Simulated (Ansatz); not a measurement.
Runs of Ansatz 0.2.0 on TiC. Symmetry: Fm-3m, No. 225, cubic system. The conventional cell has a = 4.331 Å, b = 4.331 Å, c = 4.331 Å, α = 90.00°, β = 90.00°, γ = 90.00°. Around Ti (site symmetry m-3m) lie 6 C at 2.17 Å. C (site symmetry m-3m) is surrounded by 6 Ti at 2.17 Å. The cell is a database's computed one.

| task | level | potentials or basis | cell | k mesh | cutoff (eV) | atoms under strain | points for each segment of the path | gap on the mesh (eV) | pressure (GPa) | V0 of scaled cells (Å³/atom) | B0 (GPa) |
| --- | --- | --- | --- | --- | --- | --- | --- | --- | --- | --- | --- |
| relaxation of cell and atoms | rPW86-PBE | Ansatz PAW | relaxed | 11 × 11 × 11 | 420 | - | - | - | 0.0 | - | - |
| equation of state | PBE | PseudoDojo standard | as given | 11 × 11 × 11 | 1143 | - | - | - | - | 10.17 | (a) |
| single point | PBE | Ansatz PAW | as given | 8 × 8 × 8 | 420 | - | - | none | 0.3 | - | - |
| equation of state | revPBE+D3(BJ) | Ansatz PAW | as given | 11 × 11 × 11 | 420 | - | - | - | - | 9.74 | 270 |
| elastic constants | r2SCAN | Ansatz PAW | as given | 9 × 9 × 9 | 500 | relaxed | - | none | -0.6 | - | - |
| band structure | r2SCAN | Ansatz PAW | as given | 11 × 11 × 11 | 500 | - | 14 | none | -0.7 | - | - |
| density of states | PBE | Ansatz PAW | as given | 11 × 11 × 11 | 420 | - | - | none | 0.3 | - | - |
| equation of state | PBE | Ansatz PAW polarizable | as given | 11 × 11 × 11 | 420 | - | - | - | - | 10.17 | (b) |

Alike in all rows: no spin polarisation; smearing fermi-dirac 0.05 eV.

Question: Estimate the missing entries.

Answer: (a) 251; (b) 250.

Caveats: the PAW data sets come from PBE, with cores solved anew for the run's functional, which leaves a small shift of forces and pressure (some runs); the plane-wave basis is chosen anew once the cell has moved, so the energies of steps on either side of that aren't comparable (some runs); the potentials were made for another functional, which shifts forces and pressure (some runs); elastic constants of metals need much finer meshes, so these are rough (some runs).

A gap of «none» marks a metal or a gap under the smearing width.
